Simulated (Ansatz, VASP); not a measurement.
# ZrC: VASP beside Ansatz

The input INCAR:

```
SYSTEM = ZrC
PREC = Accurate ; ENCUT = 520
EDIFF = 1E-7 ; ISMEAR = -1
SIGMA = 0.05 ; LREAL = .FALSE.
LASPH = .TRUE. ; NELM = 100
ALGO = Normal ; ISIF = 2
LWAVE = .FALSE. ; LCHARG = .FALSE.
GGA = PS ; NBANDS = 24
```

File KPOINTS:

```
regular mesh
0
G
  9 9 5
  0 0 0
```

File POSCAR:

```
ZrC
1.0
    3.4579926937      0.0000000000      0.0000000000
   -1.7289963468      2.9947095188      0.0000000000
    0.0000000000      0.0000000000      5.3938058701
Zr C
2 2
Direct
    0.6666666667      0.3333333333      0.7500000000
    0.3333333333      0.6666666667      0.2500000000
    0.0000000000      0.0000000000      0.5000000000
    0.0000000000      0.0000000000      0.0000000000
```

Contents of input.yaml:

```yaml
crystal:
  lattice:
    - [3.4579926937, 0.0, 0.0]
    - [-1.7289963468, 2.9947095188, 0.0]
    - [0.0, 0.0, 5.3938058701]
  atoms:
    - { symbol: Zr, position: [0.6666666667, 0.3333333333, 0.75] }
    - { symbol: Zr, position: [0.3333333333, 0.6666666667, 0.25] }
    - { symbol: C, position: [0.0, 0.0, 0.5] }
    - { symbol: C, position: [0.0, 0.0, 0.0] }
hamiltonian:
  xc: pbesol
  pseudopotentials: { kind: paw }
kpoints:
  mp_grid: { grid: [9, 9, 5] }
scf:
  occupations: { method: fermi_dirac, width: 0.05 }
output:
  forces: true
  stress: true
  eigenvalues: true
  write_density: true
  write_potential: true
  elf: true
  volumetric_format: npy
```

Change from the starting cell: volume scaled by 1.06.

Alike in both runs: task single point; functional PBEsol; k mesh 9 × 9 × 5; occupations fermi-dirac, width 0.05 eV; no spin polarisation.

|  | VASP | Ansatz |
| --- | --- | --- |
| version | VASP 6.6.1 | Ansatz 0.2.0 |
| potentials or method | VASP PAW PBE potentials, release 64 (Zr_sv, C) | Ansatz PAW |
| plane-wave cutoff (eV) | 520 | 420 |
| valence electrons in the cell | 32 | 32 |

|  | VASP | Ansatz | Ansatz less VASP |
| --- | --- | --- | --- |
| gap on the k mesh at the Fermi level (eV) | none | none | - |
| pressure (GPa) | -17.9 | -18.2 | -0.28 |
| largest component of the traceless stress (GPa) | 1.41 | 1.43 | +0.015 |

A gap of «none» marks a metal or a gap that the smearing closes.

Caveats: the PAW data sets were made with another functional, which shifts forces and pressure a little (VASP); the PAW data sets come from PBE, with cores solved anew for the run's functional, which leaves a small shift of forces and pressure (Ansatz).
